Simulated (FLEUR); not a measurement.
# CdTe (F-43m) in FLEUR: a series of runs, part 2 of 2

FLEUR MaX-R8.1 (later development tree). Earlier steps stand in the parts before.

## (3) Equation of state, LDA (Moruzzi-Janak-Williams), 30.95 Å³/atom (volume scaled by 0.94)

Changes to inp.xml since step 2:

```diff
@@ -6,3 +6,3 @@
    <calculationSetup>
-      <cutoffs Kmax="4.26" Gmax="13.2" GmaxXC="13.2" numbands="0"/>
+      <cutoffs Kmax="4.39" Gmax="13.6" GmaxXC="13.6" numbands="0"/>
       <scfLoop itmax="60" minDistance="0.00001" maxIterBroyd="15" imix="Anderson" alpha="0.05" precondParam="0.0" spinf="2.0" sdNocoIR="T"/>
@@ -24,3 +24,3 @@
       <xi:include xmlns:xi="http://www.w3.org/2001/XInclude" href="sym.xml"> </xi:include>
-      <bulkLattice scale="1.0">
+      <bulkLattice scale="0.9795861087">
          <bravaisMatrix>
@@ -34,3 +34,3 @@
       <species name="Tellurium (Te)" element="Te" atomicNumber="52">
-         <mtSphere radius="2.3" gridPoints="761" logIncrement="0.017"/>
+         <mtSphere radius="2.23" gridPoints="761" logIncrement="0.017"/>
          <atomicCutoffs lmax="9" lnonsphr="7"/>
@@ -51,3 +51,3 @@
       <species name="Cadmium (Cd)" element="Cd" atomicNumber="48">
-         <mtSphere radius="2.56" gridPoints="847" logIncrement="0.015"/>
+         <mtSphere radius="2.48" gridPoints="847" logIncrement="0.015"/>
          <atomicCutoffs lmax="10" lnonsphr="8"/>
```

Potentials or basis: all-electron, FLAPW.

Launch:

```console
inpgen -f crystal.txt -profile fastHighL
# inp.xml edited to the form shown
fleur_MPI
```

It took 40 s on 1 thread of AMD EPYC 9R45 (Zen 5), shared host; peak memory 0.08 GiB.

Results (log left out):

```
Free energy                                           : -336929.2235 eV
Band gap on the k mesh                                : 0.79 eV, direct
Valence electrons inside the program's atomic spheres : Te 18.86; Cd 18.49 (radii Te 2.23, Cd 2.48 bohr)
```

Caveat: spin-orbit coupling is left out, which moves the levels of the heavy elements.

## (4) Equation of state, LDA (Moruzzi-Janak-Williams), 31.60 Å³/atom (volume scaled by 0.96)

Changes to inp.xml since step 3:

```diff
@@ -24,3 +24,3 @@
       <xi:include xmlns:xi="http://www.w3.org/2001/XInclude" href="sym.xml"> </xi:include>
-      <bulkLattice scale="0.9795861087">
+      <bulkLattice scale="0.9864848297">
          <bravaisMatrix>
```

Launch:

```console
inpgen -f crystal.txt -profile fastHighL
# inp.xml edited to the form shown
fleur_MPI
```

Run time: 42 s. Hardware: 1 thread of AMD EPYC 9R45 (Zen 5), shared host; peak memory 0.08 GiB.

It converged, with:

| Property | Result |
| --- | --- |
| Free energy | -336929.2462 eV |
| Band gap on the k mesh | 0.73 eV, direct |
| Valence electrons inside the program's atomic spheres | Te 18.85; Cd 18.47 (radii Te 2.23, Cd 2.48 bohr) |

Caveat: spin-orbit coupling is left out, which moves the levels of the heavy elements.

## (5) Equation of state, LDA (Moruzzi-Janak-Williams), 32.92 Å³/atom

Changes to inp.xml since step 4:

```diff
@@ -24,3 +24,3 @@
       <xi:include xmlns:xi="http://www.w3.org/2001/XInclude" href="sym.xml"> </xi:include>
-      <bulkLattice scale="0.9864848297">
+      <bulkLattice scale="1.0000000000">
          <bravaisMatrix>
```

Launch:

```console
inpgen -f crystal.txt -profile fastHighL
# inp.xml edited to the form shown
fleur_MPI
```

It took 45 s on 1 thread of AMD EPYC 9R45 (Zen 5), shared host; peak memory 0.08 GiB.

Results (log left out):

```yaml
Free_energy: -336929.2636 eV
Band_gap_on_the_k_mesh: 0.60 eV, direct
Valence_electrons_inside_the_program's_atomic_spheres: Te 18.83; Cd 18.44 (radii Te 2.23, Cd 2.48 bohr)
```

Caveat: spin-orbit coupling is left out, which moves the levels of the heavy elements.

## (6) Equation of state, LDA (Moruzzi-Janak-Williams), 34.24 Å³/atom (volume scaled by 1.04)

Changes to inp.xml since step 5:

```diff
@@ -24,3 +24,3 @@
       <xi:include xmlns:xi="http://www.w3.org/2001/XInclude" href="sym.xml"> </xi:include>
-      <bulkLattice scale="1.0000000000">
+      <bulkLattice scale="1.0131594038">
          <bravaisMatrix>
```

Potentials or basis: all-electron, FLAPW.

Launch:

```console
inpgen -f crystal.txt -profile fastHighL
# inp.xml edited to the form shown
fleur_MPI
```

Run time: 50 s. Hardware: 1 thread of AMD EPYC 9R45 (Zen 5), shared host; peak memory 0.09 GiB.

Results (log left out):

```yaml
Free_energy: -336929.2500 eV
Band_gap_on_the_k_mesh: 0.49 eV, direct
Valence_electrons_inside_the_program's_atomic_spheres: Te 18.82; Cd 18.40 (radii Te 2.23, Cd 2.48 bohr)
```

Caveat: spin-orbit coupling is left out, which moves the levels of the heavy elements.

## (7) Equation of state, LDA (Moruzzi-Janak-Williams), 34.90 Å³/atom (volume scaled by 1.06)

Changes to inp.xml since step 6:

```diff
@@ -24,3 +24,3 @@
       <xi:include xmlns:xi="http://www.w3.org/2001/XInclude" href="sym.xml"> </xi:include>
-      <bulkLattice scale="1.0131594038">
+      <bulkLattice scale="1.0196128224">
          <bravaisMatrix>
```

Launch:

```console
inpgen -f crystal.txt -profile fastHighL
# inp.xml edited to the form shown
fleur_MPI
```

Wall time 52 s (1 thread of AMD EPYC 9R45 (Zen 5), shared host); peak memory 0.09 GiB.

It converged, with:

| Item | Value |
| --- | --- |
| Free energy | -336929.2339 eV |
| Band gap on the k mesh | 0.43 eV, direct |
| Valence electrons inside the program's atomic spheres | Te 18.81; Cd 18.39 (radii Te 2.23, Cd 2.48 bohr) |

Caveat: spin-orbit coupling is left out, which moves the levels of the heavy elements.

## (8) Equation of state, LDA (Moruzzi-Janak-Williams)

Potentials or basis: all-electron, FLAPW.

No new run: the results of the series are fitted here.

Results:

```yaml
Equilibrium_volume: 32.95 Å³/atom
Bulk_modulus: 46 GPa
Pressure_derivative_of_the_bulk_modulus: "5.0 (rough: it moves with the points fitted)"
```

Energy against volume, from the lowest point:
```
volume (Å³/atom)  energy (meV/atom)
          30.947              20.03
          31.605               8.67
          32.922               0.00
          34.239               6.78
          34.897              14.85
```

Spin-orbit coupling is left out, which matters for the levels of Te.

## (9) Against experiment

Step 2. Measured gap of CdTe: 1.607 eV (0 K; a printed reference work, data compilation). This calculation gives 0.60 eV (-1.00 eV). So large a miss can be the level of theory's own, or it may mean another phase, state or a wrong row. Spin-orbit coupling on Cd, Te is left out. The value is that of LDA (Moruzzi-Janak-Williams), without temperature or zero-point motion.

Step 8. A measured bulk modulus of CdTe is 42 GPa (powder; quoted in “Multiscale insight into the Cd1-xZnxTe vibrational-mechanical properties -- High-pressure experiments and ab initio calculations”, 2023, arxiv:2306.14539); the calculated 46 GPa misses it by +10.5 %. The fit is for a static lattice scaled at fixed shape and fixed fractional positions.
